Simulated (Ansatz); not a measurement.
# Ge (Ia-3) in Ansatz: single point with PBE

Aim: the single point of Ge with PBE.

Everything below comes from runs of Ansatz 0.2.0. Logs are shortened: lines on timing, memory, paths and dates and some standing lists are left out, and cuts for length are marked.

### Step 1. The cell of the first run

The structure is cubic, space group Ia-3 (No. 206). Conventional cell: a = 6.968 Å, b = 6.968 Å, c = 6.968 Å, α = 90.00°, β = 90.00°, γ = 90.00°. Around Ge (site symmetry 3) lie 4 Ge at 2.43 to 2.51 Å.

This isn't the form of Ge at room conditions, which is diamond.

### Step 2. Single point, PBE (another cell of the same crystal, with 8 atoms)

Contents of input.yaml:

```yaml
crystal:
  lattice:
    - [6.03475995, 0.0, 0.0]
    - [-2.0115866496, 5.6896262448, 0.0]
    - [-2.0115866496, -2.8448131215, 4.9273608666]
  atoms:
    - { symbol: Ge, position: [0.29889908, 0.29889908, 0.29889908] }
    - { symbol: Ge, position: [0.0, 0.20110092, 0.5] }
    - { symbol: Ge, position: [0.20110092, 0.5, 0.0] }
    - { symbol: Ge, position: [0.5, 0.0, 0.20110092] }
    - { symbol: Ge, position: [0.70110092, 0.70110092, 0.70110092] }
    - { symbol: Ge, position: [0.0, 0.79889908, 0.5] }
    - { symbol: Ge, position: [0.79889908, 0.5, 0.0] }
    - { symbol: Ge, position: [0.5, 0.0, 0.79889908] }
hamiltonian:
  xc: pbe
  pseudopotentials: { kind: paw }
kpoints:
  mp_grid: { grid: [6, 6, 6] }
scf:
  occupations: { method: gaussian, width: 0.1 }
output:
  forces: true
  stress: true
  eigenvalues: true
```

Potentials or basis: Ansatz PAW.

On the command line:

```bash
$ ansatz run input.yaml --threads 4 --pin off --max-ram 11264MiB --backend cpu --events-out ev --progress --plain --runs-dir out
```

Output:

```text
Warning: RAYON_NUM_THREADS=4 ignored (pool sized by the plan → 4); use --threads N
Engine: ansatz 0.2.0, aarch64-unknown-linux-gnu
Pseudopotentials: kind: paw
Pseudopotential: Ge, paw, valence charge 14, recommended cutoff 420 eV (normal), Ge.paw.azcp
Functional definition: PBE
  parameter kappa = 0.804
  parameter beta = 0.06672455060314922
  exchange = pbe_x(kappa = kappa, mu = beta*pi^2/3)
  correlation = pbe_c(beta = beta)
Crystal: 8 atoms, lattice volume = 169.184 Å³
Basis set: ecut = 420 eV, 3319 PW (Γ), exchange–correlation on 90×90×90 points (8 copies of the dense FFT grid, shifted against one another)
Bands: 68, of which v1, the nominal top of the filled ones, is band 56 counted from 1 (55 counted from 0)
Symmetry: 24 space group operations
Space group: Ia-3 (ITA 206), of the structure as read, at distance tolerance 5.5e-5 Å
k-points: 18 of 216
Non-local potential: Ge, projectors of the file, l = 0: 2, l = 1: 2, l = 2: 3, l = 3: 1
PAW form: soft (Blöchl's): semilocal exchange-correlation on the pseudo side does not see the compensation charge
PAW one-centre angular grid: Ge, 590 points (default); XC on 64 Gauss nodes
Initial density: superposition of atomic densities (neutral atoms: chi_scale 0, normalization atom), corrected by the library's trained network
Initial wavefunctions: pseudopotential atomic-orbital guess
Functional: x = pbe(κ = 0.804, μ = 0.2195149727645171), c = pbe(β = 0.06672455060314922)
SCF iter   1: F=—  HF=-34358.690956 eV  |F-HF|=—  |Δ(HF+E_count)|=         —  Δρ=1.47e-3  dr2=4.20e-3  ethr=1.77e-3  ⟨swp⟩=5.6  Hψ=4278  notcnv=0  defer=7
preconditioner: auto → Kerker (q_TF=auto, 2.547 Å⁻¹)  [metal: Δε(μ)=0.031 eV  Ē_g=22.525 eV  σ=0.100 eV  W_gap=0.18  n_scr=42 (ndim 8)  ℏωp=30.2 eV  f_vac=0.000  D(μ)=1.79/eV (n_scr^D=12)]
SCF iter   2: F=—  HF=-34358.687497 eV  |F-HF|=—  |Δ(HF+E_count)|=   3.46e-3  Δρ=1.10e-3  dr2=1.77e-3  ethr=3.75e-6  ⟨swp⟩=2.0  Hψ=2158  notcnv=0  defer=11
SCF iter   3: F=—  HF=-34358.687196 eV  |F-HF|=—  |Δ(HF+E_count)|=   3.00e-4  Δρ=6.12e-4  dr2=7.35e-4  ethr=1.58e-6  ⟨swp⟩=2.0  Hψ=1863  notcnv=0  defer=11
SCF iter   4: F=—  HF=-34358.687251 eV  |F-HF|=—  |Δ(HF+E_count)|=   5.48e-5  Δρ=2.40e-4  dr2=4.67e-5  ethr=6.56e-7  ⟨swp⟩=2.0  Hψ=2151  notcnv=0  defer=11
SCF iter   5: F=—  HF=-34358.687234 eV  |F-HF|=—  |Δ(HF+E_count)|=   1.75e-5  Δρ=3.95e-5  dr2=3.26e-6  ethr=4.17e-8  ⟨swp⟩=2.0  Hψ=2151  notcnv=0  defer=11
SCF iter   6: F=—  HF=-34358.687235 eV  |F-HF|=—  |Δ(HF+E_count)|=   1.17e-6  Δρ=1.30e-5  dr2=2.39e-7  ethr=2.92e-9  ⟨swp⟩=2.0  Hψ=1428  notcnv=0  defer=11
SCF iter   7: F=-34358.687235 eV  HF=-34358.687235 eV  |F-HF|=7.60e-8  |Δ(HF+E_count)|=   9.61e-8  Δρ=6.82e-6  dr2=4.14e-8  ethr=8.93e-11  ⟨swp⟩=8.2  Hψ=4381  notcnv=0
SCF 1 converged in 7 iterations: F = -34358.687235 eV  dr2 = 4.14e-8
SCF converged after 7 iterations
Free energy (F): -34358.687235 eV
Harris-Foulkes:  -34358.687235 eV  (|F-HF|=7.60e-8)
Internal energy: -34358.678327 eV  (E = F + TS)
E sigma→0 (E₀):  -34358.682781 eV
Entropy (-TS):   -0.008908 eV (-1.113 meV/atom)
Fermi energy:    9.369262 eV
--- Per-component energies (eV) ---
  E_band       = -1098.954800
  E_kinetic    = 889.983813
  E_local      = -18803.525910  (includes V_loc(G=0)·N_el)
  E_nonlocal   = 3343.640304
  E_hartree    = 8240.992569
  E_xc         = -604.475180
  E_vxc        = -516.695899  (∫ρ·V_xc dr)
  E_paw        = -16154.062969  (= ΣΔE_a)
  E_vpaw       = -2494.373088  (= ΣTr[D̂ρ^β])
  E_aug_tail   = 0.002305  (compensation charges beyond the density's cutoff)
  E_ewald      = -11271.233260
  E_smearing   = -0.008908  (= −TS)
  E_closure    = -0.000000  (closes the sum)
  Σ components = -34358.687235   (vs F -34358.687235, Δ=0.00e0)
--- Forces (eV/Å), atoms counted from 1 ---
  atom   1  Ge    -0.08684798    -0.12282159    -0.21273323
  atom   2  Ge    -0.08684798     0.24564317    -0.00000000
  atom   3  Ge     0.26054393    -0.00000000    -0.00000000
  atom   4  Ge    -0.08684798    -0.12282159     0.21273323
  atom   5  Ge     0.08684798     0.12282159     0.21273323
  atom   6  Ge     0.08684798    -0.24564317     0.00000000
  atom   7  Ge    -0.26054393     0.00000000     0.00000000
  atom   8  Ge     0.08684798     0.12282159    -0.21273323
  max |Σ_I F_I| component: 5.55e-17 eV/Å
--- Stress (GPa, compression-positive) ---
        2.931237       0.000000       0.000000
        0.000000       2.931237       0.000000
        0.000000       0.000000       2.931237
  P = ⅓ Tr σ = 2.9312 GPa (29.312 kbar)
--- Band table (eV; the first three rows and the last of 18) ---
  k-point 0: bands = ["-15.4557", "-15.4460", "-15.4460", "-15.4460", "-15.4264", "-15.4264", "-15.4225", "-15.4225", "-15.3824", "-15.3824", "-15.3824", "-15.3269", "-15.3269", "-15.3269", "-15.2953", "-15.2953", "-15.2953", "-15.2808", "-15.2808", "-15.2643", "-15.2643", "-15.2643", "-15.2386", "-15.2386", "-15.2386", "-15.2203", "-15.2007", "-15.2007", "-15.1876", "-15.1876", "-15.1876", "-15.1798", "-15.1798", "-15.1798", "-15.1656", "-15.1656", "-15.1656", "-15.0971", "-15.0971", "-15.0971", "-3.4978", "0.1555", "0.6207", "0.6207", "0.6207", "2.5130", "2.5130", "2.5130", "4.8943", "4.8943", "5.8379", "5.8379", "5.8379", "8.1152", "8.1152", "8.5406", "10.9440", "10.9440", "10.9440", "13.2209", "13.2209", "13.2209", "14.2188", "14.2188", "14.2188", "16.0555", "16.0555", "16.0555"]
  k-point 1: bands = ["-15.4559", "-15.4498", "-15.4452", "-15.4435", "-15.4231", "-15.4215", "-15.4209", "-15.4178", "-15.3826", "-15.3788", "-15.3743", "-15.3373", "-15.3340", "-15.3307", "-15.3095", "-15.2969", "-15.2840", "-15.2828", "-15.2765", "-15.2728", "-15.2697", "-15.2675", "-15.2490", "-15.2346", "-15.2300", "-15.2111", "-15.2078", "-15.2034", "-15.1935", "-15.1926", "-15.1868", "-15.1770", "-15.1724", "-15.1705", "-15.1658", "-15.1610", "-15.1591", "-15.0999", "-15.0990", "-15.0982", "-3.3426", "-0.2283", "0.1700", "0.3476", "0.9047", "2.3248", "2.7989", "2.9971", "4.7379", "5.1555", "6.1780", "6.3601", "6.5595", "7.4354", "7.6416", "8.4024", "10.7555", "11.4630", "11.7296", "12.1817", "12.3581", "12.7693", "13.7533", "14.1132", "14.7026", "15.1047", "15.2095", "15.5923"]
  k-point 2: bands = ["-15.4563", "-15.4542", "-15.4417", "-15.4392", "-15.4203", "-15.4148", "-15.4137", "-15.4011", "-15.3898", "-15.3760", "-15.3560", "-15.3459", "-15.3407", "-15.3382", "-15.3319", "-15.3046", "-15.2941", "-15.2875", "-15.2875", "-15.2822", "-15.2605", "-15.2564", "-15.2504", "-15.2357", "-15.2285", "-15.2211", "-15.2075", "-15.2068", "-15.1934", "-15.1928", "-15.1882", "-15.1752", "-15.1657", "-15.1605", "-15.1568", "-15.1566", "-15.1431", "-15.1080", "-15.1032", "-15.1013", "-2.8824", "-1.1708", "-0.1863", "-0.0396", "1.2734", "1.9561", "3.3128", "3.7878", "4.8021", "5.9622", "6.1194", "6.7332", "7.3456", "7.3490", "7.8795", "8.5171", "9.6647", "10.1671", "11.6636", "12.1366", "12.2999", "12.5158", "12.5835", "13.4887", "14.4837", "14.7722", "15.0337", "15.3078"]
  k-point 17: bands = ["-15.4581", "-15.4581", "-15.4581", "-15.3992", "-15.3992", "-15.3992", "-15.3942", "-15.3942", "-15.3942", "-15.3598", "-15.3481", "-15.3481", "-15.3481", "-15.3326", "-15.3326", "-15.3202", "-15.3202", "-15.3202", "-15.2851", "-15.2851", "-15.2851", "-15.2540", "-15.2540", "-15.2540", "-15.2506", "-15.2506", "-15.2106", "-15.2106", "-15.2106", "-15.1714", "-15.1714", "-15.1714", "-15.1426", "-15.1426", "-15.1350", "-15.1350", "-15.1237", "-15.1237", "-15.1237", "-15.1108", "-1.4090", "-1.4090", "-1.4090", "0.2373", "0.2373", "0.2373", "3.3338", "5.8949", "5.8949", "5.8949", "7.0427", "7.0427", "7.0427", "7.8343", "9.7569", "9.7569", "9.7569", "10.8125", "11.8998", "12.2022", "12.2022", "12.2022", "12.6792", "12.6792", "12.6792", "13.5227", "13.5227", "13.5227"]
```

Wall time 2.9 s (4 threads of Arm Neoverse V2, shared host); peak memory 0.65 GiB.

Results:

| Quantity | Value |
| --- | --- |
| Free energy | -34358.6872 eV |
| Pressure | 2.9 GPa |
| Largest force | 0.261 eV/Å |
| Band gap on the k mesh | none (metal or under the smearing width) |

Forces on the atoms (eV/Å):
```
Ge  -0.087 -0.123 -0.213
Ge  -0.087  0.246  0.000
Ge   0.261  0.000  0.000
Ge  -0.087 -0.123  0.213
Ge   0.087  0.123  0.213
Ge   0.087 -0.246  0.000
Ge  -0.261  0.000  0.000
Ge   0.087  0.123 -0.213
```

Levels at points of the mesh, in eV from the Fermi level:
| k point | band 52 | band 53 | band 54 | band 55 | band 56 | band 57 | band 58 | band 59 | band 60 | band 61 |
| --- | --- | --- | --- | --- | --- | --- | --- | --- | --- | --- |
| (0.00, 0.00, 0.00) | -3.53 | -3.53 | -1.25 | -1.25 | -0.83 | 1.57 | 1.57 | 1.57 | 3.85 | 3.85 |
| (0.00, 0.00, -0.50) | -2.47 | -1.95 | -1.95 | -1.10 | -1.10 | 0.44 | 0.44 | 1.91 | 1.91 | 2.43 |
| (-0.50, -0.50, -0.50) | -2.33 | -2.33 | -1.53 | 0.39 | 0.39 | 0.39 | 1.44 | 2.53 | 2.83 | 2.83 |
